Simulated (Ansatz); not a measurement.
# Ti2CF2 MXene bilayer (AA) in a perpendicular field

Wanted: the out-of-plane response of the Ti2CF2 MXene bilayer (AA). A positive field points along +c.

Method: plane-wave DFT, PBE-D3(BJ), Ansatz PAW, in Ansatz 0.2.0.

Report form: inputs, costs, results and the conclusion, without the logs.

### 1. Starting point

The cell holds 10 atoms: 4 F, 4 Ti and 2 C. Cell: a = 3.100 Å, b = 3.100 Å, c = 53.551 Å, α = 90.0°, β = 90.0°, γ = 120.0°. Regions: layer 1: Ti2CF2 MXene, 5 atoms (2 F, 2 Ti and 1 C); layer 2: Ti2CF2 MXene, 5 atoms (2 F, 2 Ti and 1 C). Vacuum lies along c.

### 2. Relaxation

The starting cell is a guess, so the in-plane lattice and the atoms are relaxed first, with the slab cut off from its images along the normal.

File input.yaml:

```yaml
crystal:
  lattice:
    - [3.10024, 0.0, 0.0]
    - [-1.55012, 2.6848865978, 0.0]
    - [0.0, 0.0, 53.5510018135]
  atoms:
    - { symbol: F, position: [0.3333333333, 0.6666666667, 0.3949505945] }
    - { symbol: Ti, position: [0.6666666667, 0.3333333333, 0.4120273683], spin: 1.0 }
    - { symbol: C, position: [0.0, 0.0, 0.434870491] }
    - { symbol: Ti, position: [0.3333333333, 0.6666666667, 0.4577136137], spin: 1.0 }
    - { symbol: F, position: [0.6666666667, 0.3333333333, 0.4747903876] }
    - { symbol: F, position: [0.3333333333, 0.6666666667, 0.5252096124] }
    - { symbol: Ti, position: [0.6666666667, 0.3333333333, 0.5422863863], spin: 1.0 }
    - { symbol: C, position: [0.0, 0.0, 0.565129509] }
    - { symbol: Ti, position: [0.3333333333, 0.6666666667, 0.5879726317], spin: 1.0 }
    - { symbol: F, position: [0.6666666667, 0.3333333333, 0.6050494055] }
  periodic: [true, true, false]
magnetization:
  spin_polarized: true
kpoints:
  mp_grid: { grid: [12, 12, 1] }
hamiltonian:
  xc: pbe
  dispersion: d3bj
scf:
  occupations: { method: fermi_dirac, width: 0.05 }
  convergence: { dr2_threshold: 1.0e-09 }
relax:
  f_tol: 0.004
  max_steps: 90
  cell: {}
output:
  write_potential: true
  write_density: true
  volumetric_format: npy
```

Started as:

```sh
> ansatz run input.yaml --threads 4 --pin off --max-ram 12288MiB --backend cpu --events-out ev --progress --plain --runs-dir out
```

Elapsed: 95 s, on 4 threads of AMD EPYC 9R14 (Zen 4), shared host; peak memory 1.5 GiB; 6.1 min of CPU time.

The steps of the relaxation:

| step | energy less that of the first step (eV) | largest force component (eV/Å) | volume (Å³) |
| --- | --- | --- | --- |
| 1 | 0.0000 | 4.8516 | 445.75 |
| 2 | -2.3970 | 1.3068 | 428.33 |
| 3 | -2.5829 | 0.2034 | 419.23 |
| 4 | -2.6031 | 0.0689 | 427.21 |
| 5 | -2.6040 | 0.0275 | 426.75 |
| 6 | -2.6042 | 0.0005 | 426.67 |
| 7* | -2.5919 | 0.0009 | 426.67 |
| 8 | -2.5924 | 0.0019 | 426.15 |
| 9* | -2.5920 | 0.0020 | 426.15 |

Relaxation steps marked * repeat the geometry before them on a plane-wave basis chosen anew for their cell, so energy and pressure can jump there.

The run keeps the 12 symmetry operations that the program found, so distortions that break them were not tested.

| cell as run | before | after | change |
| --- | --- | --- | --- |
| a (Å) | 3.100 | 3.031 | -2.2 % |
| b (Å) | 3.100 | 3.031 | -2.2 % |

The atoms that moved most (Å, along periodic axes as changes of fractional coordinates times the final cell, across vacuum about the mean position):

| atom | dx | dy | dz | length |
| --- | --- | --- | --- | --- |
| F10 | 0.000 | 0.000 | 0.292 | 0.292 |
| F1 | 0.000 | 0.000 | -0.292 | 0.292 |
| F6 | 0.000 | 0.000 | -0.207 | 0.207 |
| F5 | 0.000 | 0.000 | 0.207 | 0.207 |
| Ti7 | 0.000 | 0.000 | 0.122 | 0.122 |
| Ti4 | 0.000 | 0.000 | -0.122 | 0.122 |
| Ti9 | 0.000 | 0.000 | -0.049 | 0.049 |
| Ti2 | 0.000 | 0.000 | 0.049 | 0.049 |

Final coordinates:

```cif
data_structure
_symmetry_space_group_name_H-M 'P 1'
_symmetry_Int_Tables_number 1
_cell_length_a 3.0313
_cell_length_b 3.0313
_cell_length_c 53.5510
_cell_angle_alpha 90.000
_cell_angle_beta 90.000
_cell_angle_gamma 120.000
_cell_volume 426.15
loop_
_atom_site_label
_atom_site_type_symbol
_atom_site_fract_x
_atom_site_fract_y
_atom_site_fract_z
_atom_site_occupancy
F1 F 0.33333 0.66667 0.38949 1
Ti2 Ti 0.66667 0.33333 0.41293 1
C3 C 0.00000 0.00000 0.43418 1
Ti4 Ti 0.33333 0.66667 0.45544 1
F5 F 0.66667 0.33333 0.47866 1
F6 F 0.33333 0.66667 0.52134 1
Ti7 Ti 0.66667 0.33333 0.54456 1
C8 C 0.00000 0.00000 0.56582 1
Ti9 Ti 0.33333 0.66667 0.58707 1
F10 F 0.66667 0.33333 0.61051 1
```

Numbers from this step:

```
energy at zero smearing : -13747.3358 eV
```

The lattice constant a goes from 3.100 to 3.031 Å.

### 3. Atoms held, field 0

A sawtooth potential applies the field, turning back in the middle of the vacuum. With the dipole correction the typed value is the field outside the slab. The induced dipole is small, so the SCF threshold is tight.

The cell differs from the one that the last finished run ended in (c 53.551 → 29.835 Å).

File input.yaml:

```yaml
crystal:
  lattice:
    - [3.0313353672, 0.0, 0.0]
    - [-1.5156676836, 2.6252134354, 0.0]
    - [0.0, 0.0, 29.8354472165]
  atoms:
    - { symbol: F, position: [0.3333333333, 0.6666666667, 0.3016546035] }
    - { symbol: Ti, position: [0.6666666667, 0.3333333333, 0.343726687] }
    - { symbol: C, position: [0.0, 0.0, 0.3818683052] }
    - { symbol: Ti, position: [0.3333333333, 0.6666666667, 0.4200171948] }
    - { symbol: F, position: [0.6666666667, 0.3333333333, 0.4616931144] }
    - { symbol: F, position: [0.3333333333, 0.6666666667, 0.5383068856] }
    - { symbol: Ti, position: [0.6666666667, 0.3333333333, 0.5799828052] }
    - { symbol: C, position: [0.0, 0.0, 0.6181316948] }
    - { symbol: Ti, position: [0.3333333333, 0.6666666667, 0.656273313] }
    - { symbol: F, position: [0.6666666667, 0.3333333333, 0.6983453965] }
kpoints:
  mp_grid: { grid: [18, 18, 1] }
  band_path:
    path: [[0, 0, 0], [0.5, 0, 0], [0.33333333, 0.33333333, 0], [0, 0, 0]]
    npoints: 16
hamiltonian:
  xc: pbe
  dispersion: d3bj
scf:
  occupations: { method: fermi_dirac, width: 0.05 }
  convergence: { dr2_threshold: 1.0e-10 }
efield:
  axis: 3
  dipole_correction: true
  ramp_position: 0.97
  ramp_width: 0.06
  amplitude: 0
output:
  dos: { projected: true, e_range: [-6, 5] }
  bader: true
  write_potential: true
  write_density: true
  volumetric_format: npy
  elf: true
```

Elapsed: 28 s, on 4 threads; peak memory 0.97 GiB; 1.8 min of CPU time.

Numbers from this step:

```yaml
energy_at_zero_smearing: -13747.3506 eV
work_function_upper_face: 4.792 eV
dipole_along_the_normal: -5.54e-8 e·Å
```

Running mean over a fixed 2.5 Å (it still follows the layers) of the planar mean; the ramp of the sawtooth is left out. The electron's electrostatic potential energy less the Fermi level by z:

| z (Å) | electron's electrostatic potential energy less the Fermi level (eV) |
| --- | --- |
| 4 | 4.79 |
| 5 | 4.79 |
| 6 | 4.79 |
| 7 | 4.67 |
| 8 | 1.59 |
| 9 | -4.14 |
| 10 | -9.31 |
| 11 | -10.6 |
| 12 | -10.4 |
| 13 | -8.66 |
| 14 | -2.85 |
| 15 | -0.399 |
| 16 | -3.91 |
| 17 | -9.22 |
| 18 | -10.6 |
| 19 | -10.4 |
| 20 | -8.80 |
| 21 | -3.01 |
| 22 | 2.36 |
| 23 | 4.73 |
| 24 | 4.79 |
| 25 | 4.79 |
| 26 | 4.79 |

The density of states has structure finer than the step of the table below, so its rows give means over 0.25 eV. Peaks (eV: height): -4.570: 9.58, -3.740: 8.39, -3.660: 19.5, -3.520: 20.1, -2.990: 7.40, -0.320: 4.72, 0.070: 5.48.

Table of density of states by energy, zero at the Fermi level; means over each step:

energy (eV), density of states (states/eV a cell) and a bar:
```
    -5.00        0.0 
    -4.75        3.5 #########
    -4.50        5.7 ###############
    -4.25        3.1 ########
    -4.00        3.2 #########
    -3.75        8.3 ######################
    -3.50       11.2 ##############################
    -3.25        3.6 ##########
    -3.00        5.4 ###############
    -2.75        2.0 #####
    -2.50        0.0 
    -2.25        0.0 
    -2.00        0.0 
    -1.75        0.7 ##
    -1.50        1.6 ####
    -1.25        1.8 #####
    -1.00        2.0 #####
    -0.75        2.3 ######
    -0.50        3.1 ########
    -0.25        2.7 #######
     0.00        3.6 ##########
     0.25        3.5 #########
     0.50        3.1 ########
     0.75        3.2 #########
     1.00        3.3 #########
```

Projected DOS per atom over height of the atomic layer and energy from the Fermi level. Layers: F Ti C Ti F F Ti C Ti F from below.

Ten even steps from '0' (0.00 states/eV) to '9' (2.92 states/eV), each cell a mean:
```
0202002020
0202002020
0202002020
0303003030
0202002020
0202002020
0101001010
0101001010
0101001010
0000000000
0000000000
0000000000
0121001210
0131001310
0393003930
0242002420
0121001210
0141001410
0010000100
0000000000
0000000000
0000000000
```
Columns: height of the atomic layer (Å) from 9 to 20.8 (not evenly spaced); rows upwards: energy from the Fermi level (eV) from -5.96 to 1.33.

Electronic bands along the path, in eV, zero at the Fermi level:

| point | band 39 | band 40 | band 41 | band 42 | band 43 | band 44 | band 45 | band 46 |
| --- | --- | --- | --- | --- | --- | --- | --- | --- |
| Γ | -2.65 | -2.65 | -0.04 | -0.04 | -0.04 | -0.04 | 0.19 | 0.22 |
| halfway | -2.92 | -2.92 | -1.03 | -1.00 | 0.88 | 0.88 | 0.92 | 0.94 |
| M | -2.97 | -2.97 | -1.82 | -1.77 | 1.58 | 1.59 | 1.95 | 1.95 |
| halfway | -3.50 | -3.48 | -0.77 | -0.73 | 1.35 | 1.35 | 1.58 | 1.60 |
| K | -3.50 | -3.49 | 0.42 | 0.42 | 1.00 | 1.00 | 1.05 | 1.05 |
| halfway | -3.35 | -3.35 | -0.29 | -0.27 | -0.12 | -0.10 | 1.47 | 1.49 |
| Γ | -2.65 | -2.65 | -0.04 | -0.04 | -0.04 | -0.04 | 0.19 | 0.22 |

ELF in the ca plane at fractional y = 0.333, with atoms of Ti and F within 0.2 Å of it. It is the smooth field of the valence electrons, not physical close to the nuclei.

Ten even steps from '0' (0.00) to '9' (0.81), each cell a mean:
```
00000000000000012113552354102698610111145324
00000000000000000027566223116999940000575631
00000000000000000047127222127868950001741551
00000000000000000026665233115999930000576632
00000000000000012212442454111588500121134325
00000000000000135631125874221122001465211478
00000000000000246752148974231000001576313688
00000000000000135531125774211133100354101368
```
Columns run along c (16.0 Å, from fractional 0.09 to 0.63 of the cell), rows up along a (3.0 Å). Atoms in or near the plane, at fractional coordinates: Ti at (0.34, 0.67), F at (0.46, 0.67), Ti at (0.58, 0.67).

Electrostatic potential energy in the ca plane at fractional y = 0.333, with atoms of Ti and F within 0.2 Å of it. With pseudopotentials it is smooth inside the atoms' cores, unlike the true potential.

Ten even steps from '0' (-36 eV) to '9' (8 eV), each cell a mean:
```
99999999999999999999985324788878877999998742
99999999999999999999862001488888400599997410
99999999999999999999861000388988200399987300
99999999999999999999862001588888501699997410
99999999999999999999986435788877878999998753
99999999999999999999988778887656789999998887
99999999999999999999988888877545789999999888
99999999999999999999988777887666789999998877
```
Columns run along c (16.0 Å, from fractional 0.05 to 0.59 of the cell; values clipped at the 3rd and 97th percentile), rows up along a (3.0 Å). Atoms in or near the plane, at fractional coordinates: Ti at (0.34, 0.67), F at (0.46, 0.67), Ti at (0.58, 0.67).

Valence density in the ca plane at fractional y = 0.333, with atoms of Ti and F within 0.2 Å of it. It is the smooth field of the valence electrons, not physical close to the nuclei.

Values in units of 1e0 e/Å³, 5 rows by 16 columns, each cell a mean:
```
2.8 0.6 0.2 1.0 1.4 0.1 0.2 2.8 0.7 0.2 1.0 1.4 0.0 0.0 0.0 0.0
7.8 1.5 0.2 3.3 5.5 0.1 0.5 7.6 1.5 0.2 3.2 5.6 0.1 0.0 0.0 0.0
3.0 0.7 0.2 1.1 1.5 0.1 0.3 2.9 0.7 0.2 1.0 1.5 0.0 0.0 0.0 0.0
0.3 0.5 0.5 0.3 0.1 0.1 0.3 0.3 0.5 0.5 0.3 0.1 0.0 0.0 0.0 0.0
0.3 0.5 0.5 0.3 0.1 0.1 0.3 0.3 0.5 0.5 0.3 0.1 0.0 0.0 0.0 0.0
```
Columns run along c (16.0 Å, from fractional 0.33 to 0.87 of the cell), rows up along a (3.0 Å). Atoms in or near the plane, at fractional coordinates: Ti at (0.34, 0.67), F at (0.46, 0.67), Ti at (0.58, 0.67), F at (0.70, 0.67).

The work function of the upper face is 4.79 eV.

### 4. Single point, field 0.1 V/Å

input.yaml: that of step 3 with these lines changed.

```diff
@@ -32,6 +32,4 @@
   ramp_width: 0.06
-  amplitude: 0
+  amplitude: 0.1
 output:
-  dos: { projected: true, e_range: [-6, 5] }
-  bader: true
   write_potential: true
@@ -39,2 +37 @@
   volumetric_format: npy
-  elf: true
```

The job ended after 15 s (4 threads; peak memory 0.93 GiB).

The dipole is 0.0531 e·Å.

### 5. Single point, field -0.1 V/Å

input.yaml: that of step 4 with these lines changed.

```diff
@@ -32,3 +32,3 @@
   ramp_width: 0.06
-  amplitude: 0.1
+  amplitude: -0.1
 output:
```

Wall time 15 s (4 threads); peak memory 0.92 GiB; 58 s of CPU time.

The dipole is -0.0531 e·Å.

### 6. Single point, field 0.5 V/Å

input.yaml: that of step 5 with these lines changed.

```diff
@@ -32,3 +32,3 @@
   ramp_width: 0.06
-  amplitude: -0.1
+  amplitude: 0.5
 output:
```

It took 17 s on 4 threads; peak memory 0.92 GiB; 64 s of CPU time.

The dipole is 0.266 e·Å.

### 7. Atoms held, field -0.3 V/Å

input.yaml: that of step 6 with these lines changed.

```diff
@@ -32,4 +32,6 @@
   ramp_width: 0.06
-  amplitude: 0.5
+  amplitude: -0.3
 output:
+  dos: { projected: true, e_range: [-6, 5] }
+  bader: true
   write_potential: true
@@ -37 +39,2 @@
   volumetric_format: npy
+  elf: true
```

Elapsed: 30 s, on 4 threads; peak memory 0.95 GiB.

The dipole is -0.159 e·Å.

### 8. Response, atoms held

This step: plane-wave DFT, PBE-D3(BJ), Ansatz PAW; response to a field along the normal, atoms held (Ansatz 0.2.0).

The dipoles give the slope, and the difference of two potentials shows where the field is screened.

Numbers from this step:

```
equivalent conductor thickness p/(ε₀AE) : 12.08 Å
distance between the outer atoms        : 11.84 Å
```

Dipole of the cell against applied field:

| applied field (V/Å) | dipole of the cell (e·Å) |
| --- | --- |
| -0.300 | -0.159 |
| -0.100 | -0.0531 |
| 0.000 | 0 |
| 0.100 | 0.0531 |
| 0.500 | 0.266 |

Local field over the applied field, running mean. From the potentials at -0.1 and 0.1 V/Å; running mean over 2.5 Å. Local field over applied field against z:

| z (Å) | local field over applied field |
| --- | --- |
| 4.5 | 1.000 |
| 5.0 | 1.000 |
| 5.5 | 0.999 |
| 6.0 | 0.996 |
| 6.5 | 0.985 |
| 7.0 | 0.950 |
| 7.5 | 0.865 |
| 8.0 | 0.741 |
| 8.5 | 0.599 |
| 9.0 | 0.451 |
| 9.5 | 0.301 |
| 10.0 | 0.187 |
| 10.5 | 0.111 |
| 11.0 | 0.0561 |
| 11.5 | 0.0147 |
| 12.0 | 6.3e-4 |
| 12.5 | -0.00109 |
| 13.0 | 5.2e-4 |
| 13.5 | 8.9e-4 |
| 14.0 | 9.3e-4 |
| 14.5 | 0.00185 |
| 15.0 | 0.00214 |
| 15.5 | 0.00158 |
| 16.0 | 7.4e-4 |
| 16.5 | 1.0e-3 |
| 17.0 | -5.9e-5 |
| 17.5 | -0.00117 |
| 18.0 | 0.00311 |
| 18.5 | 0.0254 |
| 19.0 | 0.0732 |
| 19.5 | 0.133 |
| 20.0 | 0.219 |
| 20.5 | 0.348 |
| 21.0 | 0.501 |
| 21.5 | 0.646 |
| 22.0 | 0.784 |
| 22.5 | 0.899 |
| 23.0 | 0.966 |
| 23.5 | 0.990 |
| 24.0 | 0.998 |
| 24.5 | 0.999 |
| 25.0 | 1.000 |
| 25.5 | 1.000 |

The induced electron density oscillates, so the rows of the table below give means over 1 Å (shorter at the two ends). Its distinct maxima (Å: e/Å³ per V/Å): 8.4: 0.00338, 10.1: 0.00199, 20.3: -5.8e-5. Distinct minima: 9.5: 5.8e-5, 19.7: -0.00199, 21.5: -0.00338.

Electrons, planar mean, per unit field. Induced electron density against z; means over each step:

z (Å), induced electron density (e/Å³ per V/Å) and a bar from the least value:
```
        5    0.00000 ###############
        6    0.00002 ###############
        7    0.00026 #################
        8    0.00212 ##############################
        9    0.00163 ##########################
       10    0.00115 #######################
       11    0.00039 ##################
       12   -0.00006 ##############
       13    0.00002 ###############
       14   -0.00002 ###############
       15    0.00000 ###############
       16    0.00002 ###############
       17   -0.00004 ###############
       18    0.00006 ###############
       19   -0.00062 ##########
       20   -0.00100 ########
       21   -0.00209 
       22   -0.00167 ###
       23   -0.00017 ##############
       24   -0.00001 ###############
       25    0.00000 ###############
```

By hand: between -0.1 and 0.1 V/Å the dipole changes by 0.1062 e·Å, a slope of 0.5311 e·Å²/V. A perfect conductor of thickness t has p = ε₀AEt, so t = 180.95 × 0.5311 / 7.958 = 12.08 Å (e/ε₀ = 180.95 V·Å, A in Å²).

The induced dipole is that of a conductor 12.08 Å thick.

### 9. Field on, atoms free, field 0.1 V/Å

This step: plane-wave DFT, PBE-D3(BJ), Ansatz PAW (Ansatz 0.2.0).

Now the atoms may follow the field. A weak field makes forces of meV/Å to tens of meV/Å, so the force tolerance is set well below the usual one.

input.yaml: that of step 7 with these lines changed.

```diff
@@ -17,6 +17,3 @@
 kpoints:
-  mp_grid: { grid: [18, 18, 1] }
-  band_path:
-    path: [[0, 0, 0], [0.5, 0, 0], [0.33333333, 0.33333333, 0], [0, 0, 0]]
-    npoints: 16
+  mp_grid: { grid: [12, 12, 1] }
 hamiltonian:
@@ -32,6 +29,7 @@
   ramp_width: 0.06
-  amplitude: -0.3
+  amplitude: 0.1
+relax:
+  f_tol: 0.001
+  max_steps: 60
 output:
-  dos: { projected: true, e_range: [-6, 5] }
-  bader: true
   write_potential: true
@@ -39,2 +37 @@
   volumetric_format: npy
-  elf: true
```

Run time: 13 s. Hardware: 4 threads; peak memory 0.73 GiB; 50 s of CPU time.

No atom moved by 0.005 Å in the relaxation.

Numbers from this step:

```
energy at zero smearing : -13747.3406 eV
dipole along the normal : 0.05552 e·Å
```

The relaxation took 4 steps and lowered the energy by 1.2e-4 eV; the largest force on the free atoms ends at 5.4e-4 eV/Å.

The dipole is 0.0555 e·Å.

### 10. Relaxing in the field, field -0.1 V/Å

The opposite sign, again from the field-free geometry; the difference of the two cancels what relaxes without a field.

input.yaml: that of step 9 with these lines changed.

```diff
@@ -29,3 +29,3 @@
   ramp_width: 0.06
-  amplitude: 0.1
+  amplitude: -0.1
 relax:
```

Wall time 13 s (4 threads); peak memory 0.76 GiB.

No atom moved by 0.005 Å in the relaxation.

Read from the output:

| Property | Result |
| --- | --- |
| dipole along the normal | -0.05552 e·Å |

The relaxation took 4 steps and lowered the energy by 1.2e-4 eV; the largest force on the free atoms ends at 5.4e-4 eV/Å.

The dipole is -0.0555 e·Å.

### 11. Response, atoms relaxed

This step: plane-wave DFT, PBE-D3(BJ), Ansatz PAW; response to a field along the normal, atoms relaxed (Ansatz 0.2.0).

The same analysis on the two relaxed runs holds the ionic part too; their mesh is coarser, so small differences from the held value can come from that.

This step gave:

```yaml
equivalent_conductor_thickness_p_eps_0ae: 12.62 Å
```

Dipole of the cell against applied field:

| applied field (V/Å) | dipole of the cell (e·Å) |
| --- | --- |
| -0.1000 | -0.0555 |
| 0.1000 | 0.0555 |

[end of part 1 of 2]

[Long decimals in the printed logs are rounded to 6 places.]

[Logs are printed without paths, hosts, clocks, repeated set-up lines and the standing remarks that a program may print on its own settings, such as how far it seeks lower states.]

[Hosts, paths, dates, database ids (printed as entryN), source tags and the programs' standing remarks are cut or masked in the printed files.]

[Maps of the electrostatic potential energy from Ansatz leave out the sawtooth potential of an applied field or a dipole correction, so their vacuum need not be flat; planar profiles and work functions include it.]

[The density of states shown here was stored with 400 of the rows of the run's finer table, so its peaks can read low, often by over a quarter, or be missed, and its means over a window can be off by a tenth or more.]
